## Results and discussion

### From pressure to lattice error

A small linear strain changes the volume three times as much, because the crystal shrinks along three axes. A pressure $P$ acting on a solid of bulk modulus $B$ therefore changes the lattice constant by about $P/(3B)$. For molybdenum $3B$ is near 800 GPa, so 8 GPa is worth one percent in length and three percent in density.

This gives a way to read an error in a computed lattice constant. If the crystal is held at its measured size, an exact calculation should find almost no pressure. Whatever pressure an approximate functional finds there is mostly false: a negative value means that the computed crystal wants to shrink, a positive one that it wants to grow.

Cubic lattice constant of bcc molybdenum from Kohn-Sham DFT with ABINIT 10.8.3 and GPAW 26.7.0, without spin polarisation and with Fermi-Dirac smearing of 0.05 eV. Each value comes from a fit to energies at seven volumes, 14.94 to 16.85 Å³ per atom. The measured constant is 3.147 Å (bulk crystal, temperature not stated; pmc:10052566).

```csv
program,functional,how the value is got,potentials or basis,wave cutoff (eV),k-mesh,computed lattice constant (Å),"computed over measured, less one (%)"
ABINIT 10.8.3 (1),LDA,from the rest volume of the fit,JTH PAW LDA v2.0,571.4,12x12x12,3.113,-1.10
ABINIT 10.8.3 (2),LDA with spin-orbit coupling,from the rest volume of the fit,JTH PAW LDA v2.0,408.2,12x12x12,3.113,-1.08
ABINIT 10.8.3 (3),revPBE+D3,from the rest volume of the fit,JTH PAW PBE v2.0,408.2,12x12x12,3.117,-0.95
ABINIT 10.8.3 (4),SOGGA,from the rest volume of the fit,JTH PAW PBE v2.0,408.2,12x12x12,3.124,-0.73
ABINIT 10.8.3 (5),PBEsol,from the rest volume of the fit,JTH PAW PBE v2.0,571.4,12x12x12,3.132,-0.48
ABINIT 10.8.3 (6),r2SCAN,from the rest volume of the fit,JTH PAW PBE v2.0,435.4,12x12x12,3.155,0.24
GPAW 26.7.0 (1),PBE,from the rest volume of the fit,GPAW PAW data sets (gpaw data 1.2.1),600.0,12x12x12,3.159,0.37
GPAW 26.7.0 (2),PBE,from the rest volume of the fit,"GPAW PAW data sets (gpaw data 1.2.1), other valence",600.0,9x9x9,3.166,0.60
```

All eight runs include a cell with a lattice constant of 3.146 Å, practically the measured one. At this cell LDA gives a pressure of −9 GPa, PBEsol −4 GPa and PBE +3 or +5 GPa, depending on the data set. The false pressures are thus a few percent of the bulk modulus or less, and the lattice errors about one percent or less.

The first LDA row serves as a worked case. Its pressure at the common cell is −8.98 GPa and its bulk modulus there is 257 GPa, so the expected strain is $-8.98/(3\times257)=-0.0116$, or −1.16 %. The rounded lattice constant in the table lies 1.06 % below the common cell.

This is the largest miss among the rows, and it has a plain reason: the metal stiffens as it contracts, which the linear rule ignores. No constant was adjusted to the lattice constants. Since pressure and lattice constant come from the same calculations, the agreement shows that they are consistent, not why a functional errs. The ABINIT pressures carry a small offset from the fixed basis, but they vanish very close to the rest volumes of the energy fits, so the offset doesn't alter this reading.

### Which errors are large enough to count

Two things must be settled before an error is blamed on the functional. The first is vibration. The atoms of the measured crystal move and push the lattice apart, while those of the calculation stand still. A Debye estimate with rough recalled constants, at an assumed room temperature, gives a vibrational pressure of 1.4 GPa and an expansion of about 0.2 %. A perfect static calculation should therefore come out slightly short of the measured value.

The second is the spread between calculations that use the same functional. The two PBE rows differ by 0.007 Å, or 0.23 percentage points, although the functional is the same. Their data sets and their k-meshes both differ, so the gap can't be assigned to one of them. It is a single example, but it shows how much can change without any change of functional.

Against these two measures the LDA error stands out. With vibration allowed for, LDA is still 0.9 % short, about four times the PBE spread. PBE errs in the other direction, and the same allowance increases its error, to between 0.5 and 0.8 %. These are failures of the approximation that a reader can recognise by sign and by size.

The order of the best rows is less certain. In the table r2SCAN has the smallest error, +0.24 %, and PBEsol has −0.48 %. The vibrational estimate changes these to about +0.4 % and −0.3 % and so reverses their order, and the difference in size that is left lies below the PBE spread. The r2SCAN run also warned of very low densities, and its total energy lies hundreds of eV above those of the other ABINIT runs for a reason that isn't shown, so its lattice constant needs checking. Both runs use atomic data made for PBE. The table doesn't decide which of the two functionals describes molybdenum better.

### Why LDA makes the crystal too small

LDA treats each point in the metal as part of a uniform electron gas with the density found at that point. Real densities are uneven, and gradient corrections, which account for this, lower the energy most where the density varies strongly on its own scale. When a crystal expands, the outer parts of neighbouring atoms overlap less, and the density there becomes thinner and more uneven in this sense. The correction then favours expansion, and a functional without it leaves the crystal too small.

The same argument orders the gradient-corrected functionals. PBE has a strong gradient dependence, which suits atoms and molecules. PBEsol weakens it to suit the slowly varying densities of solids, and SOGGA is built with a similar aim. The table shows the expected sequence: LDA is shortest, SOGGA and PBEsol lie between, and PBE is longest. From LDA to PBEsol the pressure at the common cell rises by 5 GPa. The numbers show this shift; that it comes from the gradient terms is argued from theory, and the change of atomic data that goes with it isn't separated. The PBE rows also come from another program, GPAW, while the rest of the sequence was computed with ABINIT.

A soft metal such as potassium shows the part that the bulk modulus plays in the rule $P/(3B)$. Its electron gas is thin and the false pressure of LDA is much smaller than in molybdenum, but its bulk modulus is smaller by a still larger factor. LDA is therefore expected to shorten potassium by a larger percentage than molybdenum. A small percentage error in a stiff metal can thus hide a large false pressure.

### A row that breaks the sequence

The gradient argument also exposes a failure of another kind. The functional revPBE depends on gradients even more strongly than PBE, and by itself it normally gives longer lattices. With the D3 dispersion correction it gives 3.117 Å here, which is 0.042 Å shorter than the first PBE row and almost as short as LDA. A functional expected at the long end of the series has landed near the short end.

The likely cause is the added D3 attraction. At the common cell the pressure is about 11 GPa lower than in the first PBE row. As revPBE alone should push outward at least as strongly as PBE, the pull of D3 must be of the order of 10 GPa. The comparison crosses two programs and two families of atomic data, so only the order of magnitude should be kept.

The stiffness offers a second, weaker clue. For a pair attraction that falls as $1/r^6$ with the distance $r$, the energy varies with volume $V$ as $-A/V^2$, where $A$ is a positive constant. The pressure is then $-2A/V^3$, and the contribution to the bulk modulus, $-V\,dP/dV$, is three times that negative pressure. Without damping, such a pull both shrinks the crystal and softens it at a given volume. D3 damps the attraction at short distance, which weakens the softening and can even reverse it for close neighbours, so neither its size nor its sign is certain here.

The revPBE+D3 row is the softest of the eight at the common cell. Its bulk modulus there is 7 GPa below that of LDA with spin-orbit coupling and 15 GPa below that of SOGGA, the two ABINIT rows next to it in pressure, which share its cutoff and mesh. An attraction that softens the crystal would fit this, but the evidence is weak. Between nearest neighbours D3 is expected to be strongly damped, and the two PBE rows alone differ by 15 GPa in stiffness. The decisive test would be revPBE without D3 at the same settings, which the table lacks.

Theory gives a reason why D3 should pull too hard in a metal. It adds up attractions between pairs of atoms, with strengths derived from free atoms and small molecules. In a metal the mobile electrons screen the charge fluctuations that cause this attraction, and a sum over pairs doesn't contain that screening. Neighbouring atoms in molybdenum are also so close that their electron clouds overlap, and there the functional already describes much of the binding. The damping in D3 is meant to prevent double counting, but it was fitted to molecules, so in a metal part of the attraction may still be counted twice.

For practical use the two failures call for different remedies. The LDA error has a known direction, and in this table each functional with gradient terms and no added dispersion reduces it. The error of revPBE+D3 probably combines two opposite contributions, the outward push of revPBE and the pull of D3, so a moderate total error is no sign that either part is right. An engineer who takes a density from such a calculation should first compare the run with and without the dispersion term. The printed output below lists the pressure, stiffness and strain for each row.

Output of the analysis:

```
lattice constant of the common cell in Å: 3.146
measured lattice constant in Å: 3.147
At the common cell:
                row  pressure in GPa  stiffness B in GPa  strain from P/(3B) in %  strain from the table in %  error after vibration estimate in %
  ABINIT 10.8.3 (1)           -8.976                 257                   -1.164                       -1.06                              -0.9225
  ABINIT 10.8.3 (2)           -8.901                 258                    -1.15                       -1.06                              -0.9025
  ABINIT 10.8.3 (3)           -7.517                 251                  -0.9984                     -0.9331                              -0.7725
  ABINIT 10.8.3 (4)            -5.96                 266                  -0.7469                     -0.7106                              -0.5525
  ABINIT 10.8.3 (5)           -3.816               267.3                  -0.4758                     -0.4564                              -0.3025
  ABINIT 10.8.3 (6)            2.169                 284                   0.2545                      0.2747                               0.4175
    GPAW 26.7.0 (1)            3.058               273.4                   0.3729                      0.4018                               0.5475
    GPAW 26.7.0 (2)            5.139               288.5                   0.5938                      0.6243                               0.7775
largest miss of the elastic rule in percentage points: 0.1042
estimated vibrational pressure in GPa: 1.42
estimated vibrational expansion of the lattice constant in %: 0.1775
LDA pressure less PBEsol pressure at the common cell in GPa: -5.16
GPAW PBE (1) less ABINIT LDA (1) lattice constant in Å: 0.046
gap between the two GPAW PBE rows in Å: 0.007
gap between the two GPAW PBE rows in percentage points: 0.23
LDA row (2) less row (1) from rest volumes in Å: 0.0004073
revPBE+D3 less GPAW PBE (1) lattice constant in Å: -0.042
revPBE+D3 less GPAW PBE (1) pressure at the common cell in GPa: -10.57
revPBE+D3 less LDA row (2) stiffness at the common cell in GPa: -7.084
revPBE+D3 less SOGGA stiffness at the common cell in GPa: -15.03
```
